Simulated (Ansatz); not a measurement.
Hf: do energies and stresses tell the same story?

The calculation used Ansatz 0.2.0, DFT PBEsol, scalar-relativistic, plane waves, PAW.

Cutoff 420 eV; k points 16×16×16 on the computed 1-atom cell (Γ-centred); Gaussian smearing, width 0.10 eV; no spin polarisation.

Relaxed cell: Fm-3m, a = 4.418 Å, b = 4.418 Å, c = 4.418 Å, α = 90.00°, β = 90.00°, γ = 90.00°, 1 atom in the primitive cell. This fcc form isn't the element's structure at ambient conditions.

Energies at zero smearing and pressures from the stress tensor, at volumes with shape and atoms relaxed:
```tsv
V (Å³/atom)	E − E(first) (meV/atom)	P (GPa)
20.266	0.00	7.39
20.913	-21.48	3.42
21.560	-27.88	-0.04
22.207	-21.28	-3.04
22.853	-3.44	-5.66
```

Problem. Check P = −dE/dV between neighbouring volumes, and get the bulk modulus from the pressures alone.

Solution. With 1 eV/Å³ = 160.2 GPa:
| middle V (Å³/atom) | −ΔE/ΔV (GPa) | mean P (GPa) |
| --- | --- | --- |
| 20.590 | 5.321 | 5.406 |
| 21.236 | 1.586 | 1.689 |
| 21.883 | -1.636 | -1.541 |
| 22.530 | -4.418 | -4.351 |

The two differ by 0.10 GPa at most. The mean of two end pressures misses the average over a step by about ΔV² P″/12, up to 0.05 GPa here; with that taken off 0.06 GPa remains. The stress is the derivative of the free energy, not of the energy at zero smearing, and with free energies 0.00 GPa remains. Around V = 21.560 Å³/atom, the two neighbours give B = −V ΔP/ΔV = 21.560 × 6.46 / 1.294 = 107.7 GPa, against B0 = 107.6 GPa from the Birch–Murnaghan fit of the energies.

Spin–orbit coupling is left out, which can shift energies with elements as heavy as these.